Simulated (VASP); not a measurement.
# AlNi (Cmmm) in VASP: notebook

The runs below take AlNi through single point, with LDA.

Everything below comes from runs of VASP 6.6.1. Logs are shortened: lines on timing, memory, paths and dates and some standing lists are left out, and cuts for length are marked.

### 1 The structure

It takes space group Cmmm (No. 65, orthorhombic). Conventional cell: a = 3.877 Å, b = 3.906 Å, c = 3.099 Å, α = 90.00°, β = 90.00°, γ = 90.00°. Around Al (site symmetry mmm) lie 8 Ni at 2.48 to 2.49 Å and 4 Al at 2.75 Å. Ni (site symmetry mmm) is surrounded by 8 Al at 2.48 to 2.49 Å and 4 Ni at 2.75 Å.

The cell comes from a database or a generator and needn't be the stable form of this composition.

### 2 Single point, LDA, non-collinear spin, typed start, spin-orbit coupling

Input file INCAR:

```
PREC = Accurate
ENCUT = 520
EDIFF = 1E-6
ISMEAR = 1
SIGMA = 0.05
LREAL = F
LASPH = T
NELM = 150
ALGO = Fast
ISIF = 2
LWAVE = F
LCHARG = T
LNONCOLLINEAR = T
MAGMOM = 0 0 0 0 0 1.5
LORBIT = 11
LSORBIT = T
GGA_COMPAT = F
LORBMOM = T
LMAXMIX = 4
LVHAR = T
NBANDS = 25
```

Input file KPOINTS:

```
Automatic mesh
0
Gamma
  5 5 5
```

Input file POSCAR:

```
AlNi
1.0
    1.9386940000     -1.9531900000      0.0000000000
    1.9386940000      1.9531900000      0.0000000000
    0.0000000000      0.0000000000      3.0994300000
Al Ni
1 1
Direct
    0.0000000000      0.0000000000      0.0000000000
    0.5000000000      0.5000000000      0.5000000000
```

Potentials or basis: VASP PAW LDA potentials, release 64 (Al, Ni).

On the command line:

```
$ cat potpaw_LDA.64/Al/POTCAR potpaw_LDA.64/Ni/POTCAR > POTCAR
$ mpirun -np 1 vasp_ncl > vasp.out
```

OUTCAR:

```text
PREC = Accurate
   ENCUT = 520
   EDIFF = 1E-6
   ISMEAR = 1
   LREAL = F
   LASPH = T
   NELM = 150
   ISIF = 2
   LNONCOLLINEAR = T
   LORBIT = 11
   LSORBIT = T

 ion  position               nearest neighbor table
   1  0.000  0.000  0.000-   2 2.48   2 2.48   2 2.48   2 2.48   2 2.49   2 2.49   2 2.49   2 2.49

   2  0.500  0.500  0.500-   1 2.48   1 2.48   1 2.48   1 2.48   1 2.49   1 2.49   1 2.49   1 2.49

  LATTYP: Found a base centered orthorhombic cell.
 ALAT       =     3.8773880000
 B/A-ratio  =     1.0074771986
 C/A-ratio  =     0.7993602910

  Lattice vectors:

 A1 = (   1.9386940000,  -1.9531900000,   0.0000000000)
 A2 = (   1.9386940000,   1.9531900000,   0.0000000000)
 A3 = (   0.0000000000,   0.0000000000,   3.0994300000)

Analysis of symmetry for initial positions (statically):
=====================================================================
 Subroutine PRICEL returns:
 Original cell was already a primitive cell.

 Routine SETGRP: Setting up the symmetry group for a
 base centered orthorhombic supercell.

 Subroutine GETGRP returns: Found  8 space group operations
 (whereof  8 operations were pure point group operations)
 out of a pool of  8 trial point group operations.

The static configuration has the point symmetry D_2h.

Analysis of symmetry for dynamics (positions and initial velocities):
=====================================================================
 Subroutine PRICEL returns:
 Original cell was already a primitive cell.

 Routine SETGRP: Setting up the symmetry group for a
 base centered orthorhombic supercell.

 Subroutine GETGRP returns: Found  8 space group operations
 (whereof  8 operations were pure point group operations)
 out of a pool of  8 trial point group operations.

The dynamic configuration has the point symmetry D_2h.

Analysis of structural, dynamic, and magnetic symmetry:
=====================================================================
 Subroutine PRICEL returns:
 Original cell was already a primitive cell.

 Routine SETGRP: Setting up the symmetry group for a
 base centered orthorhombic supercell.

 Subroutine GETGRP returns: Found  4 space group operations
 (whereof  4 operations were pure point group operations)
 out of a pool of  8 trial point group operations.

The overall configuration has the point symmetry C_2h.

 Subroutine INISYM returns: Found  4 space group operations
 (whereof  4 operations are pure point group operations),
 and found     1 'primitive' translations

----------------------------------------------------------------------------------------

                                     Primitive cell

  volume of cell :      23.4728

  direct lattice vectors                    reciprocal lattice vectors
     1.938694000 -1.953190000  0.000000000     0.257905580 -0.255991481  0.000000000
     1.938694000  1.953190000  0.000000000     0.257905580  0.255991481  0.000000000
     0.000000000  0.000000000  3.099430000     0.000000000  0.000000000  0.322639969

  length of vectors
     2.751996657  2.751996657  3.099430000     0.363382617  0.363382617  0.322639969

  position of ions in fractional coordinates (direct lattice)
     0.000000000  0.000000000  0.000000000
     0.500000000  0.500000000  0.500000000

  ion indices of the primitive-cell ions
   primitive index   ion index
                 1           1
                 2           2

----------------------------------------------------------------------------------------

 KPOINTS: Automatic mesh

Automatic generation of k-mesh.
 Grid dimensions read from file:
 generate k-points for:    5    5    5

 Generating k-lattice:

  Cartesian coordinates                     Fractional coordinates (reciprocal lattice)
     0.051581116 -0.051198296  0.000000000     0.200000000  0.000000000  0.000000000
     0.051581116  0.051198296  0.000000000     0.000000000  0.200000000  0.000000000
[... 95 lines left out ...]

 number of electron      13.0000021 magnetization      -0.0000000     -0.0000000     -0.0004012

 number of electron      13.0000021 magnetization       0.0000000      0.0000000      0.0625046

 number of electron      13.0000021 magnetization       0.0000000     -0.0000000      0.0625046

 Free energy of the ion-electron system (eV)
  ---------------------------------------------------
  ext. energy  EPLUGINS =         0.00000000
  ---------------------------------------------------
  free energy    TOTEN  =       -12.11431427 eV

  energy without entropy =      -12.11471098  energy(sigma->0) =      -12.11444651

 E-fermi :   9.8312     XC(G=0): -12.3939

 val. band max:        9.7996673189   @ k =   0.2000   0.4000  -0.4000
 cond. band min:       9.8484043211   @ k =   0.4000   0.2000   0.0000
 fundamental gap:      0.0487370023
 Fermi energy:         9.8312013679

 k-point     1 :       0.0000    0.0000    0.0000
  band No.  band energies     occupation
      1      -1.2370      1.00000
      2      -1.2270      1.00000
      3       6.5119      1.00000
      4       6.5549      1.00000
      5       6.5686      1.00000
      6       6.6339      1.00000
[... 661 lines left out ...]
     24      23.0371      0.00000
     25      24.7909      0.00000

 [... further k-points ...]
[... 5 lines left out ...]
  --------------------------------------------------------------------------------------
  -------------------------------------------------------------------------------------
  Total       -0.4039759     -0.6311100     -1.2127781      0.0000147      0.0000000      0.0000000
  in kB      -27.5740429    -43.0774541    -82.7801747      0.0010004      0.0000000      0.0000000
  external PRESSURE =     -51.1438906 kB  Pullay stress =       0.0000000 kB

 VOLUME and BASIS-vectors are now :
 -----------------------------------------------------------------------------
  energy-cutoff  :      520.00
  volume of cell :       23.47
      direct lattice vectors                 reciprocal lattice vectors
     1.938694000 -1.953190000  0.000000000     0.257905580 -0.255991481  0.000000000
     1.938694000  1.953190000  0.000000000     0.257905580  0.255991481  0.000000000
     0.000000000  0.000000000  3.099430000     0.000000000  0.000000000  0.322639969

 POSITION                                       TOTAL-FORCE (eV/Angst)
 -----------------------------------------------------------------------------------
      0.00000      0.00000      0.00000        -0.000000     -0.000000      0.000000
      1.93869      0.00000      1.54971         0.000000      0.000000      0.000000
 -----------------------------------------------------------------------------------
    total drift:                                0.000000      0.000000      0.000000

  FREE ENERGIE OF THE ION-ELECTRON SYSTEM (eV)
  ---------------------------------------------------
  free  energy   TOTEN  =       -12.1143142715 eV

  energy  without entropy=      -12.1147109792  energy(sigma->0) =      -12.11444651

 orbital moment (x)

 # of ion     p       d       tot
 ----------------------------------------
  1         0.000   0.000   0.000
  2         0.000   0.000   0.000
 ----------------------------------------
            0.000   0.000   0.000

 orbital moment (y)

 # of ion     p       d       tot
 ----------------------------------------
  1         0.000   0.000   0.000
  2         0.000   0.000   0.000
 ----------------------------------------
            0.000   0.000   0.000

 orbital moment (z)

 # of ion     p       d       tot
 ----------------------------------------
  1         0.000   0.000   0.000
  2        -0.000   0.004   0.004
 ----------------------------------------
            0.000   0.004   0.004

 Spin-Orbit-Coupling matrix elements

 Ion:    1  E_soc:     -0.0001915
 l=   1
     0.0000000    -0.0000297    -0.0000359
    -0.0000297     0.0000000    -0.0000301
    -0.0000359    -0.0000301     0.0000000
 l=   2
     0.0000000     0.0000000     0.0000000     0.0000000     0.0000000
     0.0000000     0.0000000     0.0000000     0.0000000     0.0000000
     0.0000000     0.0000000     0.0000000     0.0000000     0.0000000
     0.0000000     0.0000000     0.0000000     0.0000000     0.0000000
     0.0000000     0.0000000     0.0000000     0.0000000     0.0000000
 l=   3
     0.0000000     0.0000000     0.0000000     0.0000000     0.0000000     0.0000000     0.0000000
     0.0000000     0.0000000     0.0000000     0.0000000     0.0000000     0.0000000     0.0000000
     0.0000000     0.0000000     0.0000000     0.0000000     0.0000000     0.0000000     0.0000000
     0.0000000     0.0000000     0.0000000     0.0000000     0.0000000     0.0000000     0.0000000
     0.0000000     0.0000000     0.0000000     0.0000000     0.0000000     0.0000000     0.0000000
     0.0000000     0.0000000     0.0000000     0.0000000     0.0000000     0.0000000     0.0000000
     0.0000000     0.0000000     0.0000000     0.0000000     0.0000000     0.0000000     0.0000000

 Ion:    2  E_soc:     -0.0140718
 l=   1
     0.0000000    -0.0003581    -0.0003526
    -0.0003581     0.0000000    -0.0003603
    -0.0003526    -0.0003603     0.0000000
 l=   2
     0.0000000    -0.0004656     0.0000000    -0.0004650    -0.0016905
    -0.0004656     0.0000000    -0.0012071    -0.0003458    -0.0002937
     0.0000000    -0.0012071     0.0000000    -0.0012035     0.0000000
    -0.0004650    -0.0003458    -0.0012035     0.0000000    -0.0002936
    -0.0016905    -0.0002937     0.0000000    -0.0002936     0.0000000
 l=   3
     0.0000000     0.0000000     0.0000000     0.0000000     0.0000000     0.0000000     0.0000000
     0.0000000     0.0000000     0.0000000     0.0000000     0.0000000     0.0000000     0.0000000
     0.0000000     0.0000000     0.0000000     0.0000000     0.0000000     0.0000000     0.0000000
     0.0000000     0.0000000     0.0000000     0.0000000     0.0000000     0.0000000     0.0000000
     0.0000000     0.0000000     0.0000000     0.0000000     0.0000000     0.0000000     0.0000000
     0.0000000     0.0000000     0.0000000     0.0000000     0.0000000     0.0000000     0.0000000
     0.0000000     0.0000000     0.0000000     0.0000000     0.0000000     0.0000000     0.0000000

 total charge

# of ion       s       p       d       tot
------------------------------------------
    1        0.391   0.429   0.000   0.820
    2        0.491   0.543   8.480   9.513
--------------------------------------------------
tot          0.882   0.972   8.480  10.333

 magnetization (x)

# of ion       s       p       d       tot
------------------------------------------
    1        0.000   0.000   0.000   0.000
    2        0.000   0.000   0.000   0.000
--------------------------------------------------
tot          0.000   0.000   0.000   0.000

 magnetization (y)

# of ion       s       p       d       tot
------------------------------------------
    1        0.000   0.000   0.000   0.000
    2        0.000   0.000   0.000   0.000
--------------------------------------------------
tot          0.000   0.000   0.000   0.000

 magnetization (z)

# of ion       s       p       d       tot
------------------------------------------
    1        0.000   0.002   0.000   0.003
    2        0.002   0.002   0.049   0.054
--------------------------------------------------
tot          0.003   0.005   0.049   0.057
```

Run time: 56 s. Hardware: 1 thread of Intel Xeon Platinum 8488C (Sapphire Rapids), shared host; peak memory 0.17 GiB.

What came out:

| Item | Value |
| --- | --- |
| Free energy | -12.1143 eV |
| Pressure | -5.1 GPa |
| Net moment | 0.06 μB per cell |
| Valence electrons inside the program's atomic spheres | Al 0.82; Ni 9.51 |

Moments on the atoms (μB; x, y, z):
```
Al  0.00 0.00 0.00
Ni  0.00 0.00 0.05
```

Caveat: the k mesh is coarse (spacing up to 0.46 Å⁻¹), so the values aren't converged.

### 3 Single point, LDA, non-collinear spin, typed start, spin-orbit coupling

Input file INCAR:

```
  ALGO = Normal
  EDIFF = 1E-6
  ENCUT = 520
  GGA_COMPAT = F
  ISIF = 2
  ISMEAR = 1
  LASPH = T
  LCHARG = F
  LMAXMIX = 4
  LNONCOLLINEAR = T
  LORBIT = 11
  LORBMOM = T
  LREAL = F
  LSORBIT = T
  LWAVE = F
  MAGMOM = 0 0 0 1.061 1.061 0
  NBANDS = 25
  NELM = 150
  PREC = Accurate
  SIGMA = 0.05
```

Input file KPOINTS:

```
k-points
0
Gamma
  5 5 5
```

POSCAR is that of step 2.

Potentials or basis: VASP PAW LDA potentials, release 64 (Al, Ni).

On the command line:

```
$ cat potpaw_LDA.64/Al/POTCAR potpaw_LDA.64/Ni/POTCAR > POTCAR
$ mpirun -np 1 vasp_ncl > vasp.out
```

It took 99 s on 1 thread of Intel Xeon Platinum 8488C (Sapphire Rapids), shared host; peak memory 0.19 GiB.

It converged, with:

```
Free energy                                           : -12.1143 eV
Pressure                                              : -5.0 GPa
Net moment                                            : 0.06 μB per cell
Valence electrons inside the program's atomic spheres : Al 0.82; Ni 9.51
```

Stress tensor (GPa, compression positive):
```
-2.63  0.00  0.00
 0.00 -4.18  0.00
 0.00  0.00 -8.15
```

Moments on the atoms (μB; x, y, z):
```
Al  0.00 0.00 0.00
Ni  0.04 0.04 0.00
```

Caveat: the k mesh is coarse (spacing up to 0.46 Å⁻¹), so the values aren't converged.
